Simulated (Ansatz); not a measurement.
## TiSe₂: electron density at the nuclei under pressure

```yaml
crystal:
  lattice:
    - [3.53600, 0.00000, 0.00000]
    - [-1.76800, 3.06227, 0.00000]
    - [0.00000, 0.00000, 6.00400]
  atoms:
    - { symbol: Ti, position: [0.00000, 0.00000, 0.00000] }
    - { symbol: Se, position: [0.33333, 0.66667, 0.25520] }
    - { symbol: Se, position: [0.66667, 0.33333, 0.74480] }
```

Atom numbers follow the list: Ti1, Se2, Se3.

The cell is COD entry 1548816, which may be a prediction rather than a measurement; nothing was relaxed.

Theory: DFT, PBE, all-electron PAW with datasets made for the crystal, scalar-relativistic in Ansatz 0.2.0.

The runs use a Γ-centred 12×12×6 k mesh, Fermi–Dirac smearing of 0.03 eV, cutoff 220 eV (chosen by the program for this cell), no spin polarisation.

The contact density is the mean electron density over the nuclear volume; its changes follow the s electrons' response to bonding and compression. Changes below are taken from the unscaled cell, where it is 56832.3 e/Å³ at Ti1, 262956 e/Å³ at Se2.

The datasets are made afresh for each cell, so very small changes are uncertain.

Task: Does compression raise or lower the contact density at Se2?

Result: It lowers it, by 1.50 e/Å³ over the whole range.

Task: Tabulate the changes with volume.

Result: 
```
V/V(cell)  P (GPa)  Δρ(0) Ti1 (e/Å³)  Δρ(0) Se2 (e/Å³)
   0.9400      7.5              0.29             -0.72
   0.9600      5.3              0.19             -0.49
   0.9800      3.3              0.10             -0.25
   0.9900      2.4              0.05             -0.13
   1.0000      1.5              0.00              0.00
   1.0100      0.7             -0.05              0.13
   1.0200     -0.1             -0.10              0.26
   1.0400     -1.6             -0.20              0.52
   1.0600     -2.9             -0.30              0.78
```
